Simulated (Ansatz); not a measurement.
# P: the cost of one run

Program: Ansatz 0.2.0. Level of theory: DFT PBE+D3(BJ), scalar-relativistic, plane waves, PAW. These are calculated values, not measurements.

2 further runs of the same task are left out: 2 set aside as unsound or not needed.

## Step 1: Starting point

Symmetry: R3m, No. 160, trigonal system. Conventional cell: a = 13.711 Å, b = 13.711 Å, c = 8.757 Å, α = 90.00°, β = 90.00°, γ = 120.00°. P (site symmetry 1) is surrounded by 6 P at 2.30 to 2.64 Å. P (site symmetry m) has 6 P at 2.30 to 2.64 Å as nearest neighbours. P (site symmetry 3m) is surrounded by 6 P at 2.30 to 2.64 Å. P (site symmetry m) has 5 P at 2.30 to 2.64 Å as nearest neighbours. Only part of the 9 independent sites is listed.

As a file:

```
P
1.0
     0.00000   -7.91594    2.91891
     6.85540    3.95797    2.91891
    -6.85540    3.95797    2.91891
P
31
Direct
  0.73367 0.23367 0.73367
  0.48367 0.23367 0.98367
  0.98367 0.48367 0.23367
  0.23367 0.23367 0.23367
  0.73367 0.48367 0.48367
  0.48367 0.48367 0.73367
  0.98367 0.73367 0.98367
  0.23367 0.48367 0.98367
  0.73367 0.73367 0.23367
  0.48367 0.73367 0.48367
  0.98367 0.98367 0.73367
  0.23367 0.73367 0.73367
  0.73367 0.98367 0.98367
  0.48367 0.98367 0.23367
  0.23367 0.98367 0.48367
  0.51633 0.76633 0.01633
  0.26633 0.76633 0.26633
  0.01633 0.76633 0.51633
  0.51633 0.01633 0.76633
  0.76633 0.76633 0.76633
  0.26633 0.01633 0.01633
  0.01633 0.01633 0.26633
  0.51633 0.26633 0.51633
  0.76633 0.01633 0.51633
  0.26633 0.26633 0.76633
  0.01633 0.26633 0.01633
  0.51633 0.51633 0.26633
  0.76633 0.26633 0.26633
  0.26633 0.51633 0.51633
  0.01633 0.51633 0.76633
  0.76633 0.51633 0.01633
```

It goes back to an entry of the Materials Project, which need not be the stable form.

It is built from the cell relaxed beforehand with the same method (14.85 Å³/atom).

## Step 2: Setting up the jump

The supercell lacks one P atom, at fractional position (0.984, 0.234, 0.484), and holds 31 atoms. Atom 22 (P), 2.30 Å away, is to jump into the empty site. The cell is fixed.

## Step 3: Relaxing around the vacancy

input.yaml reads:

```yaml
crystal:
  lattice:
    - [0.0, -7.9159376796, 2.918906979]
    - [6.8554031253, 3.9579688398, 2.918906979]
    - [-6.8554031253, 3.9579688398, 2.918906979]
  atoms:
    - { symbol: P, position: [0.7336660455, 0.2336660455, 0.7336660455] }
    - { symbol: P, position: [0.4836660455, 0.2336660455, 0.9836660455] }
    - { symbol: P, position: [0.9836660455, 0.4836660455, 0.2336660455] }
    - { symbol: P, position: [0.2336660455, 0.2336660455, 0.2336660455] }
    - { symbol: P, position: [0.7336660455, 0.4836660455, 0.4836660455] }
    - { symbol: P, position: [0.4836660455, 0.4836660455, 0.7336660455] }
    - { symbol: P, position: [0.9836660455, 0.7336660455, 0.9836660455] }
    - { symbol: P, position: [0.2336660455, 0.4836660455, 0.9836660455] }
    - { symbol: P, position: [0.7336660455, 0.7336660455, 0.2336660455] }
    - { symbol: P, position: [0.4836660455, 0.7336660455, 0.4836660455] }
    - { symbol: P, position: [0.9836660455, 0.9836660455, 0.7336660455] }
    - { symbol: P, position: [0.2336660455, 0.7336660455, 0.7336660455] }
    - { symbol: P, position: [0.7336660455, 0.9836660455, 0.9836660455] }
    - { symbol: P, position: [0.4836660455, 0.9836660455, 0.2336660455] }
    - { symbol: P, position: [0.2336660455, 0.9836660455, 0.4836660455] }
    - { symbol: P, position: [0.5163339545, 0.7663339545, 0.0163339545] }
    - { symbol: P, position: [0.2663339545, 0.7663339545, 0.2663339545] }
    - { symbol: P, position: [0.0163339545, 0.7663339545, 0.5163339545] }
    - { symbol: P, position: [0.5163339545, 0.0163339545, 0.7663339545] }
    - { symbol: P, position: [0.7663339545, 0.7663339545, 0.7663339545] }
    - { symbol: P, position: [0.2663339545, 0.0163339545, 0.0163339545] }
    - { symbol: P, position: [0.0163339545, 0.0163339545, 0.2663339545] }
    - { symbol: P, position: [0.5163339545, 0.2663339545, 0.5163339545] }
    - { symbol: P, position: [0.7663339545, 0.0163339545, 0.5163339545] }
    - { symbol: P, position: [0.2663339545, 0.2663339545, 0.7663339545] }
    - { symbol: P, position: [0.0163339545, 0.2663339545, 0.0163339545] }
    - { symbol: P, position: [0.5163339545, 0.5163339545, 0.2663339545] }
    - { symbol: P, position: [0.7663339545, 0.2663339545, 0.2663339545] }
    - { symbol: P, position: [0.2663339545, 0.5163339545, 0.5163339545] }
    - { symbol: P, position: [0.0163339545, 0.5163339545, 0.7663339545] }
    - { symbol: P, position: [0.7663339545, 0.5163339545, 0.0163339545] }
basis:
  ecutwfc: 420
kpoints:
  mp_grid: { grid: [3, 3, 3] }
hamiltonian:
  xc: pbe
  dispersion: d3bj
scf:
  occupations: { method: gaussian, width: 0.1 }
output:
  forces: true
  stress: true
  eigenvalues: true
  write_density: true
  write_potential: true
  elf: true
  volumetric_format: npy
relax:
  adjacent_minimum: "off"
  f_tol: 0.02
  max_steps: 50
```

Started as:

```
ansatz run input.yaml --threads 4 --pin off --max-ram 2560MiB --backend cpu --events-out ev --progress --plain --runs-dir out
```

**Question.** How long does this run take on 4 threads of Intel Xeon at 2.30GHz, shared host, and how much memory does it need?

About 30 s, with a peak of 1.4 GiB.
